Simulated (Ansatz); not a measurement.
MgSi:

```xyz
4
Lattice="1.5025 -5.4260 0.0000 1.5025 5.4260 0.0000 0.0000 0.0000 4.3402" Properties=species:S:1:pos:R:3 pbc="T T T"
Si    1.5025   -0.7666    3.2551
Si    1.5025    0.7666    1.0850
Mg    1.5025    3.5987    1.0850
Mg    1.5025   -3.5987    3.2551
```

The cell comes from a database or a generator and needn't be the stable form of this composition.

| Property | Result |
| --- | --- |
| Program | Ansatz 0.2.0 |
| Task | relaxation of cell and atoms |
| Functional | HSE06 |
| Potentials or basis | Ansatz PAW |
| Cutoff | 420 eV (not typed: the program's choice for these potentials) |
| k mesh | 6 × 6 × 4 |
| Occupations | fermi-dirac, width 0.05 eV |
| Spin | no spin polarisation |

At the start: volume 17.69 Å³/atom.

Task: Where does the relaxation end?

Result: It ends after 8 steps and the volume is 17.44 Å³/atom (-1.4 %); space group Cmcm (No. 63, to 0.05 Å).

The path:
```tsv
step	energy change (eV)	largest force (eV/Å)	volume (Å³)
1	0.0000	0.2946	70.77
2	-0.0625	0.0474	69.58
3	-0.0953	0.0492	69.33
4	-0.1178	0.0131	70.33
5	-0.1187	0.0311	69.83
6	-0.1203	0.0182	69.62
7	-0.1204	0.0024	69.75
8	-0.1205	0.0024	69.75
```

Final structure:
```
Si Mg
1.0
     1.43538   -5.63890    0.00000
     1.43538    5.63890    0.00000
     0.00000    0.00000    4.30850
Si Mg
2 2
Direct
  0.57648 0.42352 0.75000
  0.42352 0.57648 0.25000
  0.16852 0.83148 0.25000
  0.83148 0.16852 0.75000
```

Caveat: the k mesh is coarse (spacing up to 0.36 Å⁻¹), so the values aren't converged, least of all with exact exchange; the plane-wave basis is chosen anew once the cell has moved, so the energies of steps on either side of that aren't comparable; the PAW data sets come from PBE, with cores solved anew for the run's functional, which leaves a small shift of forces and pressure.
